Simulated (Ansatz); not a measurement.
SiNi3:

```
Ni Si
1.0
     3.54200    0.00000    0.00000
     0.00000    3.54200    0.00000
     0.00000    0.00000    3.54200
Ni Si
3 1
Cartesian
  1.7710 1.7710 0.0000
  1.7710 0.0000 1.7710
  0.0000 1.7710 1.7710
  0.0000 0.0000 0.0000
```

Alike in all runs: program Ansatz 0.2.0; functional PBE; potentials or basis all-electron LAPW, scalar-relativistic; cutoff 283 eV (chosen from the basis error); basis error allowed 0.002 eV/atom; k mesh 8 × 8 × 8; occupations fermi-dirac, width 0.05 eV.

Problem. Only the start or the spin constraint differs. Which run ends lowest in energy?
A. collinear spin, program default start, total moment locked; fixed moment 0
B. collinear spin, ferromagnetic start of up to 0.73 μB; fixed moment 2.2
C. collinear spin, ferromagnetic start of up to 0.27 μB; fixed moment 0.8
D. collinear spin, ferromagnetic start of up to 1 μB; fixed moment 3
E. collinear spin, ferromagnetic start of up to 0.5 μB; fixed moment 1.5
F. collinear spin, ferromagnetic start of up to 1.2 μB; fixed moment 3.6

Solution. A.

```csv
start,free energy over the lowest (meV/atom),net moment (μB),site or absolute moments (μB),gap
"collinear spin, program default start, total moment locked; fixed moment 0",0.0,-,-,-
"collinear spin, ferromagnetic start of up to 1.2 μB; fixed moment 3.6",441.2,-,Ni +1.07; Si +0.29,-
"collinear spin, ferromagnetic start of up to 0.73 μB; fixed moment 2.2",141.5,-,Ni +0.71; Si +0.08,-
"collinear spin, ferromagnetic start of up to 0.5 μB; fixed moment 1.5",71.2,-,Ni +0.50; Si +0.02,-
"collinear spin, ferromagnetic start of up to 1 μB; fixed moment 3",286.9,-,Ni +0.92; Si +0.19,-
"collinear spin, ferromagnetic start of up to 0.27 μB; fixed moment 0.8",24.3,-,Ni +0.28; Si -0.00,-
```

All polarised runs hold their moment fixed, so the table maps the energy against it. A still lower state may exist.

Caveats: the total moment is fixed, so each spin has its own Fermi level.
